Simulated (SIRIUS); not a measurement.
# TaN: equation of state with PBE

The system is TaN.

```xyz
2
Lattice="0.0000 2.2113 2.2113 2.2113 0.0000 2.2113 2.2113 2.2113 0.0000" Properties=species:S:1:pos:R:3 pbc="T T T"
Ta    2.2113    2.2113    2.2113
N     0.0000    0.0000    0.0000
```

The cell comes from a database or a generator and needn't be the stable form of this composition.

| Property | Result |
| --- | --- |
| Program | SIRIUS 7.10.0 |
| Task | equation of state |
| Functional | PBE |
| Potentials or basis | PseudoDojo 0.4.1 PBE standard (scalar relativistic) |
| Cutoff | 1152 eV |
| Density cutoff | 4606 eV |
| k mesh | 10 × 10 × 10 |
| Occupations | fermi-dirac, width 0.05 eV |
| Spin | no spin polarisation |
| Libxc names | ["XC_GGA_X_PBE", "XC_GGA_C_PBE"] |

| Quantity | Value |
| --- | --- |
| Equilibrium volume | 10.76 Å³/atom |
| Bulk modulus | 329 GPa |
| Pressure derivative of the bulk modulus | 4.4 |

Energy against volume, from the lowest point:
```tsv
volume (Å³/atom)	energy (meV/atom)
10.164	37.07
10.381	14.27
10.597	2.29
10.813	0.00
11.030	6.40
11.246	20.59
11.462	41.76
```

All runs of the series together: 6.1 min on 1 thread of Arm Neoverse V1, with other jobs on the host.

Spin-orbit coupling is left out, which matters for the levels of Ta.
